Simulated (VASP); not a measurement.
# SnO2 (Cassiterite) (P4_2/mnm) in VASP: notebook

One crystal, SnO2 (Cassiterite), is run at these levels: PBE, RPBE, optPBE-vdW; tasks: evGW0 quasiparticle levels, band structure, Born charges and dielectric tensor, dielectric tensor.

All numbers are computed with VASP 6.6.1; they aren't measurements. Logs are shortened: lines on timing, memory, paths and dates and some standing lists are left out, and cuts for length are marked.

**1. Starting point**

The structure is tetragonal, space group P4_2/mnm (No. 136). The conventional cell has a = 4.738 Å, b = 4.738 Å, c = 3.187 Å, α = 90.00°, β = 90.00°, γ = 90.00°. Around Sn (site symmetry mmm) lie 6 O at 2.05 to 2.06 Å. Around O (site symmetry m2m) lie 3 Sn at 2.05 to 2.06 Å.

**2. EvGW0 quasiparticle levels, PBE**

POSCAR reads:

```
SnO2
1.0
    4.7380000000      0.0000000000      0.0000000000
    0.0000000000      4.7380000000      0.0000000000
    0.0000000000      0.0000000000      3.1865000000
Sn O
2 4
Direct
    0.5000000000      0.5000000000      0.5000000000
    0.0000000000      0.0000000000      0.0000000000
    0.8071000000      0.1929000000      0.5000000000
    0.6929000000      0.6929000000      0.0000000000
    0.1929000000      0.8071000000      0.5000000000
    0.3071000000      0.3071000000      0.0000000000
```

INCAR.step1 reads:

```
SYSTEM = SnO2
  ALGO = Normal
  EDIFF = 1E-8
  ENCUT = 500
  GGA = PE
  ISMEAR = 0
  KPAR = 4
  LASPH = .True.
  LCHARG = .False.
  LREAL = .False.
  LWAVE = .True.
  NELM = 80
  PREC = Accurate
  SIGMA = 0.01
```

INCAR.step2 reads:

```
SYSTEM = SnO2
  ALGO = Exact
  EDIFF = 1E-8
  ENCUT = 500
  GGA = PE
  ISMEAR = 0
  ISTART = 1
  KPAR = 4
  LASPH = .True.
  LCHARG = .False.
  LOPTICS = .True.
  LREAL = .False.
  LWAVE = .True.
  NBANDS = 324
  NELM = 1
  PREC = Accurate
  SIGMA = 0.01
```

INCAR.step3 reads:

```
SYSTEM = SnO2
  ALGO = EVGW0
  EDIFF = 1E-8
  ENCUT = 500
  ENCUTGW = 150
  GGA = PE
  ISMEAR = 0
  ISTART = 1
  KPAR = 4
  LASPH = .True.
  LCHARG = .False.
  LREAL = .False.
  LWAVE = .False.
  NBANDS = 324
  NBANDSGW = 34
  NELMGW = 4
  NOMEGA = 50
  PREC = Accurate
  PRECFOCK = Fast
  SIGMA = 0.01
```

KPOINTS reads:

```
k-points
0
Gamma
  2 2 4
  0 0 0
```

Potentials or basis: VASP PAW PBE potentials, release 64 (Sn_d_GW, O_GW).

On the command line:

```sh
$ cat potpaw_PBE.64/Sn_d_GW/POTCAR potpaw_PBE.64/O_GW/POTCAR > POTCAR
$ cp INCAR.step1 INCAR
$ mpirun -np 4 vasp_std > vasp.out
$ cp INCAR.step2 INCAR
$ mpirun -np 4 vasp_std > vasp.out
$ cp INCAR.step3 INCAR
$ mpirun -np 4 vasp_std > vasp.out
```

OUTCAR:

```text
SYSTEM = SnO2
   EDIFF = 1E-8
   ENCUT = 500
   ENCUTGW = 150
   GGA = PE
   ISMEAR = 0
   ISTART = 1
   LASPH = .True.
   LREAL = .False.
   NELMGW = 4
   PREC = Accurate
   PRECFOCK = Fast

 ion  position               nearest neighbor table
   1  0.500  0.500  0.500-   4 2.05   6 2.05   4 2.05   6 2.05   5 2.06   3 2.06
   2  0.000  0.000  0.000-   3 2.05   5 2.05   3 2.05   5 2.05   4 2.06   6 2.06
   3  0.807  0.193  0.500-   2 2.05   2 2.05   1 2.06
   4  0.693  0.693  0.000-   1 2.05   1 2.05   2 2.06
   5  0.193  0.807  0.500-   2 2.05   2 2.05   1 2.06
   6  0.307  0.307  0.000-   1 2.05   1 2.05   2 2.06

  LATTYP: Found a simple tetragonal cell.
 ALAT       =     4.7380000000
 C/A-ratio  =     0.6725411566

  Lattice vectors:

 A1 = (   4.7380000000,   0.0000000000,   0.0000000000)
 A2 = (   0.0000000000,   4.7380000000,   0.0000000000)
 A3 = (   0.0000000000,   0.0000000000,   3.1865000000)

Analysis of symmetry for initial positions (statically):
=====================================================================
 Subroutine PRICEL returns:
 Original cell was already a primitive cell.

 Routine SETGRP: Setting up the symmetry group for a
 simple tetragonal supercell.

 Subroutine GETGRP returns: Found 16 space group operations
 (whereof  8 operations were pure point group operations)
 out of a pool of 16 trial point group operations.

The static configuration has the point symmetry D_2h.
 The point group associated with its full space group is D_4h.

Analysis of symmetry for dynamics (positions and initial velocities):
=====================================================================
 Subroutine PRICEL returns:
 Original cell was already a primitive cell.

 Routine SETGRP: Setting up the symmetry group for a
 simple tetragonal supercell.

 Subroutine GETGRP returns: Found 16 space group operations
 (whereof  8 operations were pure point group operations)
 out of a pool of 16 trial point group operations.

The dynamic configuration has the point symmetry D_2h.
 The point group associated with its full space group is D_4h.

 Subroutine INISYM returns: Found 16 space group operations
 (whereof  8 operations are pure point group operations),
 and found     1 'primitive' translations

----------------------------------------------------------------------------------------

                                     Primitive cell

  volume of cell :      71.5326

  direct lattice vectors                    reciprocal lattice vectors
     4.738000000  0.000000000  0.000000000     0.211059519  0.000000000  0.000000000
     0.000000000  4.738000000  0.000000000     0.000000000  0.211059519  0.000000000
     0.000000000  0.000000000  3.186500000     0.000000000  0.000000000  0.313823945

  length of vectors
     4.738000000  4.738000000  3.186500000     0.211059519  0.211059519  0.313823945

  position of ions in fractional coordinates (direct lattice)
     0.500000000  0.500000000  0.500000000
     0.000000000  0.000000000  0.000000000
     0.807100000  0.192900000  0.500000000
     0.692900000  0.692900000  0.000000000
     0.192900000  0.807100000  0.500000000
     0.307100000  0.307100000  0.000000000

  ion indices of the primitive-cell ions
   primitive index   ion index
                 1           1
                 2           2
                 3           3
                 4           4
                 5           5
                 6           6

----------------------------------------------------------------------------------------

 KPOINTS: k-points

Automatic generation of k-mesh.
 Grid dimensions read from file:
 generate k-points for:    2    2    4

 Generating k-lattice:

  Cartesian coordinates                     Fractional coordinates (reciprocal lattice)
     0.105529759  0.000000000  0.000000000     0.500000000  0.000000000  0.000000000
     0.000000000  0.105529759  0.000000000     0.000000000  0.500000000  0.000000000
     0.000000000  0.000000000  0.078455986     0.000000000  0.000000000  0.250000000

  Length of vectors
     0.105529759  0.105529759  0.078455986

  Shift w.r.t. Gamma in fractional coordinates (k-lattice)
     0.000000000  0.000000000  0.000000000

 Subroutine IBZKPT returns following result:
 ===========================================

 Found      9 irreducible k-points:

 Following reciprocal coordinates:
            Coordinates               Weight
  0.000000  0.000000  0.000000      1.000000
  0.500000  0.000000  0.000000      2.000000
  0.500000  0.500000  0.000000      1.000000
  0.000000  0.000000  0.250000      2.000000
  0.500000  0.000000  0.250000      4.000000
  0.500000  0.500000  0.250000      2.000000
  0.000000  0.000000  0.500000      1.000000
  0.500000  0.000000  0.500000      2.000000
  0.500000  0.500000  0.500000      1.000000
   k-points           NKPTS =      9   k-points in BZ     NKDIM =     16   number of bands    NBANDS=    324
   number of dos      NEDOS =    301   number of ions     NIONS =      6
   total plane-waves  NPLWV =  31104
   dimension x,y,z NGX =    36 NGY =   36 NGZ =   24
   dimension x,y,z NGXF=    72 NGYF=   72 NGZF=   48
   ions per type =               2   4
   NGX,Y,Z   is equivalent  to a cutoff of  12.63, 12.63, 12.52 a.u.
   NGXF,Y,Z  is equivalent  to a cutoff of  25.26, 25.26, 25.04 a.u.
 SYSTEM =  SnO2
   PREC   = accura    normal or accurate (medium, high low for compatibility)
   ISTART =      1    job   : 0-new  1-cont  2-samecut
   ICHARG =      0    charge: 1-file 2-atom 10-const
   ISPIN  =      1    spin polarized calculation?
   LNONCOLLINEAR =      F non collinear calculations
   LSORBIT =      F    spin-orbit coupling
   LASPH  =      T    aspherical Exc in radial PAW
   ENCUT  =  500.0 eV  36.75 Ry    6.06 a.u.   8.64  8.64  5.81*2*pi/ulx,y,z
   NELM   =     60;   NELMIN=  2; NELMDL=  0     # of ELM steps
   EDIFF  = 0.1E-07   stopping-criterion for ELM
   LREAL  =      F    real-space projection
   EDIFFG = 0.1E-06   stopping-criterion for IOM
   NSW    =      0    number of steps for IOM
   IBRION =     -1    ionic relax: 0-MD 1-quasi-New 2-CG
   NFREE  =      0    steps in history (QN), initial steepest desc. (CG)
   ISIF   =      0    stress and relaxation
   ISYM   =      3    0-nonsym 1-usesym 2-fastsym
   POTIM  = 0.5000    time-step for ionic-motion
   TEBEG  =    0.0;   TEEND  =   0.0 temperature during run
   PSTRESS=    0.0 pullay stress
   NELECT =      52.0000    total number of electrons
   NUPDOWN=      -1.0000    fix difference up-down
   EMIN   =  10.00;   EMAX   =-10.00  energy-range for DOS
   EFERMI =   0.00;   METHOD = LEGACY
   ISMEAR =     0;   SIGMA  =   0.01  broadening in eV -4-tet -1-fermi 0-gaus
   EFERMI_NEDOS =   21; number of points for ismear=-14 and -15
   IALGO  =     38    algorithm
   IMIX   =      4    mixing-type and parameters
     AMIX     =   0.40;   BMIX     =  1.00
     AMIX_MAG =   1.60;   BMIX_MAG =  1.00
  volume/ion in A,a.u.               =      11.92        80.45
  Fermi-wavevector in a.u.,A,eV,Ry     =   1.472000  2.781677 29.480903  2.166785
  Thomas-Fermi vector in A             =   2.587068
   LORBIT       =      0    0 simple, 1 ext, 2 COOP (PROOUT), +10 PAW based schemes
   GGA     = PE    functional components
   LHFCALC =     T    Hartree Fock is set to
   PRECFOCK=fast      Normal, Fast or Accurate (Low or Medium for compatibility)
   ENCUT4O =  -1.0   cutoff for four orbital integrals eV
   NKREDX  =     1    reduce k-point grid by
   NKREDY  =     1    reduce k-point grid by
   NKREDZ  =     1    reduce k-point grid by
   AEXX    =    1.0000 exact exchange contribution
   HFSCREEN=    0.0000 screening length (either q_TF or 0.3 A-1)
   HFSCREENC=   0.0000 screening length for correlation (either q_TF or 0.3 A-1)
   ENCUTFOCK=  -1.0 apply spherical cutoff to Coloumb kernel
   IVDW    =     0    specifies the selected vdW correction
   LEPSILON=     F    determine dielectric tensor
   LRPA    =     F    only Hartree local field effects (RPA)
   LRPAFORCE           =     F    calculate RPA forces
   ENCUTGW             = 150.0    cutoff for response function in eV
   ENCUTGWSOFT         = 120.0    soft cutoff for Coulomb kernel in GW response function in eV
   ENCUTLF             =  -1.0    cutoff for local field effects
   NELMGW              =     4    number of iterations in solving QP/BSE equation
   NELMHF              =     1    number of iterations in the inner HF iteration
   NKREDLFX            =     1    NKREDLFY  =   1   NKREDLFZ  =   1
 non-spin polarized calculation
 Gauss-broadening in eV      SIGMA  =   0.01
  energy-cutoff  :      500.00
  volume of cell :       71.53
 maximum number of plane-waves:      1835
 NGX is ok and might be reduce to    36
  NGX = 20; NGY = 20; NGZ = 14
   NGX = 17   NGY = 17   NGZ = 11
 maximum number of plane-waves:       315

 QP shifts <psi_nk| G(iteration)W_0 |psi_nk>: iteration 1
 for sc-GW calculations column KS-energies equals QP-energies in previous step
 and V_xc(KS)=  KS-energies - (<T + V_ion + V_H > + <T+V_H+V_ion>^1  + <V_x>^1)

 k-point   1 :       0.0000    0.0000    0.0000
  band No.  KS-energies  QP-energies   sigma(KS)   V_xc(KS)     V^pw_x(r,r')   Z            occupation Imag(sigma)

      1     -16.8017     -19.5004     -21.4429     -17.7006     -28.4209       0.7211       2.0000       0.7166
      2     -16.0379     -19.0060     -21.3737     -17.4164     -27.4865       0.7500       2.0000       0.6522
      3     -15.7550     -18.9324     -21.5206     -17.3432     -26.9711       0.7606       2.0000       0.4572
      4     -15.7332     -18.9977     -21.8035     -17.5394     -27.4702       0.7656       2.0000       0.5957
      5     -15.7332     -18.9977     -21.8035     -17.5394     -27.4702       0.7656       2.0000       0.5957
      6     -15.6455     -18.7959     -21.7212     -17.5527     -27.4058       0.7558       2.0000       0.5129
[... 330 lines left out ...]
     33      15.5634      16.7590     -14.5155     -16.1200      -8.9776       0.7452       0.0000      -0.1719
     34      15.5634      16.7590     -14.5155     -16.1200      -8.9776       0.7452       0.0000      -0.1719

 QP shifts <psi_nk| G(iteration)W_0 |psi_nk>: iteration 2

 k-point   1 :       0.0000    0.0000    0.0000
  band No. old QP-enery  QP-energies   sigma(KS)   T+V_ion+V_H  V^pw_x(r,r')   Z            occupation Imag(sigma)

      1     -19.5004     -20.1772     -21.3341       0.8989     -28.4209       0.7241       2.0000       0.8371
      2     -19.0060     -19.6862     -21.2903       1.3785     -27.4865       0.7510       2.0000       0.7507
      3     -18.9324     -19.6596     -21.4773       1.5882     -26.9711       0.7601       2.0000       0.4838
      4     -18.9977     -19.6756     -21.6986       1.8062     -27.4702       0.7577       2.0000       0.6516
      5     -18.9977     -19.6756     -21.6986       1.8062     -27.4702       0.7577       2.0000       0.6516
      6     -18.7959     -19.4876     -21.6207       1.9072     -27.4058       0.7538       2.0000       0.5697
[... 330 lines left out ...]
     33      16.7590      16.9406     -14.6799      31.6833      -8.9776       0.7429       0.0000      -0.1924
     34      16.7590      16.9406     -14.6799      31.6833      -8.9776       0.7429       0.0000      -0.1924

 QP shifts <psi_nk| G(iteration)W_0 |psi_nk>: iteration 3

 k-point   1 :       0.0000    0.0000    0.0000
  band No. old QP-enery  QP-energies   sigma(KS)   T+V_ion+V_H  V^pw_x(r,r')   Z            occupation Imag(sigma)

      1     -20.1772     -20.3411     -21.3019       0.8989     -28.4209       0.7261       2.0000       0.8700
      2     -19.6862     -19.8441     -21.2749       1.3785     -27.4865       0.7512       2.0000       0.7711
      3     -19.6596     -19.8244     -21.4647       1.5882     -26.9711       0.7596       2.0000       0.4859
      4     -19.6756     -19.8283     -21.6837       1.8062     -27.4702       0.7560       2.0000       0.6577
      5     -19.6756     -19.8283     -21.6837       1.8062     -27.4702       0.7560       2.0000       0.6577
      6     -19.4876     -19.6452     -21.6038       1.9072     -27.4058       0.7541       2.0000       0.5797
[... 330 lines left out ...]
     33      16.9406      16.9662     -14.7082      31.6833      -8.9776       0.7426       0.0000      -0.1979
     34      16.9406      16.9662     -14.7082      31.6833      -8.9776       0.7426       0.0000      -0.1979

 QP shifts <psi_nk| G(iteration)W_0 |psi_nk>: iteration 4

 k-point   1 :       0.0000    0.0000    0.0000
  band No. old QP-enery  QP-energies   sigma(KS)   T+V_ion+V_H  V^pw_x(r,r')   Z            occupation Imag(sigma)

      1     -20.3411     -20.3807     -21.2945       0.8989     -28.4209       0.7268       2.0000       0.8773
      2     -19.8441     -19.8810     -21.2718       1.3785     -27.4865       0.7511       2.0000       0.7753
      3     -19.8244     -19.8618     -21.4619       1.5882     -26.9711       0.7586       2.0000       0.4862
      4     -19.8283     -19.8636     -21.6812       1.8062     -27.4702       0.7540       2.0000       0.6584
      5     -19.8283     -19.8636     -21.6812       1.8062     -27.4702       0.7540       2.0000       0.6584
      6     -19.6452     -19.6816     -21.6007       1.9072     -27.4058       0.7542       2.0000       0.5816
[... 330 lines left out ...]
     33      16.9662      16.9692     -14.7131      31.6833      -8.9776       0.7429       0.0000      -0.1990
     34      16.9662      16.9692     -14.7131      31.6833      -8.9776       0.7429       0.0000      -0.1990
```

Wall time 9 min (4 MPI ranks of Intel Xeon Platinum 8559C (Emerald Rapids), shared host); peak memory 0.91 GiB.

Results:

- Band gap on the k mesh, mean-field level: 1.26 eV, direct
- Quasiparticle gap: 3.04 eV
- Least direct quasiparticle gap: 3.04 eV

Quasiparticle gap after each update of the energies (eV): 2.69, 2.97, 3.03, 3.04

Caveat: the k mesh is coarse (spacing up to 0.66 Å⁻¹), so the values aren't converged; bands, screening cutoff and mesh are small and nothing is extrapolated, so the quasiparticle values aren't converged; spin-orbit coupling is left out, which moves the levels of the heavy elements.

(Continued in part 2 of 3.)
